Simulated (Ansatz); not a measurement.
# BaTe: the cost of one run

Computed with Ansatz 0.2.0 (DFT PBEsol, all-electron LAPW, scalar-relativistic unless said, unless a step's input says otherwise).

### Step 1. The starting structure

The structure is cubic, space group Fm-3m (No. 225). The conventional cell has a = 6.943 Å, b = 6.943 Å, c = 6.943 Å, α = 90.00°, β = 90.00°, γ = 90.00°. Around Ba (site symmetry m-3m) lie 6 Te at 3.47 Å. Te (site symmetry m-3m) is surrounded by 6 Ba at 3.47 Å.

As a file:

```cif
data_structure
_symmetry_space_group_name_H-M 'Fm-3m'
_symmetry_Int_Tables_number 225
_cell_length_a 6.9427
_cell_length_b 6.9427
_cell_length_c 6.9427
_cell_angle_alpha 90.000
_cell_angle_beta 90.000
_cell_angle_gamma 90.000
_cell_volume 334.65
loop_
_atom_site_label
_atom_site_type_symbol
_atom_site_symmetry_multiplicity
_atom_site_Wyckoff_symbol
_atom_site_fract_x
_atom_site_fract_y
_atom_site_fract_z
_atom_site_occupancy
Ba1 Ba 4 a 0.00000 0.00000 0.00000 1
Te1 Te 4 b 0.00000 0.50000 0.00000 1
```

Cartesian axes are those of the input's lattice vectors. The structure goes back to a database entry.

### Step 2. Reference run, fine mesh, LAPW

input.yaml

```yaml
crystal:
  lattice:
    - [3.47137147447, 3.47137147447, 0.0]
    - [-3.47137147447, 3.47137147447, 0.0]
    - [0.0, 3.47137147447, 3.47137147447]
  atoms:
    - { symbol: Ba, position: [0.0, 0.0, 0.0] }
    - { symbol: Te, position: [0.5, 0.5, 0.0] }
kpoints:
  mp_grid: { grid: [6, 6, 6] }
scf:
  occupations: { method: fixed }
hamiltonian:
  xc: pbesol
  pseudopotentials: { kind: all_electron, lapw: { basis_error: 0.001 } }
magnetization:
  noncollinear: true
  spin_orbit: true
output:
  forces: true
  stress: true
  eigenvalues: true
  eigenstates:
    nscf_kmesh: { grid: [10, 10, 10] }
    de_dk: true
    e_range: [-9, 11.46373555957]
checkpoint:
  write: ck
  write_wavefunctions: false
```

Started as:

```bash
$ ansatz run input.yaml --threads 1 --pin off --max-ram 3072MiB --backend cpu --events-out ev --progress --plain --runs-dir out
```

What time and memory should one allow on 1 thread of Intel Xeon Platinum 8488C (Sapphire Rapids), shared host?

About 54 s, with a peak of 0.45 GiB.
